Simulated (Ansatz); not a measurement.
# Fe: the cost of one run

Computed with Ansatz 0.2 development build (DFT, PBE, NC default, scalar-relativistic, unless a step's input says otherwise).

**1. The structure to begin with**

Symmetry: Fm-3m, No. 225, cubic system. The conventional cell has a = 3.702 Å, b = 3.702 Å, c = 3.702 Å, α = 90.00°, β = 90.00°, γ = 90.00°. Fe (site symmetry m-3m) is surrounded by 12 Fe at 2.62 Å.

Structure file:

```cif
data_structure
_symmetry_space_group_name_H-M 'P 1'
_symmetry_Int_Tables_number 1
_cell_length_a 2.6180
_cell_length_b 2.6180
_cell_length_c 2.6180
_cell_angle_alpha 60.000
_cell_angle_beta 60.000
_cell_angle_gamma 60.000
_cell_volume 12.69
loop_
_atom_site_label
_atom_site_type_symbol
_atom_site_fract_x
_atom_site_fract_y
_atom_site_fract_z
_atom_site_occupancy
Fe1 Fe 0.00000 0.00000 0.00000 1
```

**2. The run**

File input.yaml:

```yaml
crystal:
  lattice:
    - [0.0, 1.8512, 1.8512]
    - [1.8512, 0.0, 1.8512]
    - [1.8512, 1.8512, 0.0]
  atoms:
    - { symbol: Fe, position: [0.0, 0.0, 0.0], spin: 1.8 }
hamiltonian:
  xc: pbe
  pseudopotentials: { kind: nc }
  dispersion: none
kpoints:
  mp_grid: { kspacing: 0.1 }
magnetization:
  spin_polarized: true
relax:
  cell: {}
scf:
  occupations: { method: fermi_dirac, width: "0.1 eV" }
  lower_state_search: standard
```

Started as:

```bash
ansatz run input.yaml --threads 4 --max-ram=10GiB --backend cpu --events-out ev
```

What time and memory should one allow on 4 threads of Arm Neoverse V2 (Grace), shared host?

About 1.9 min, with a peak of 0.9 GiB.
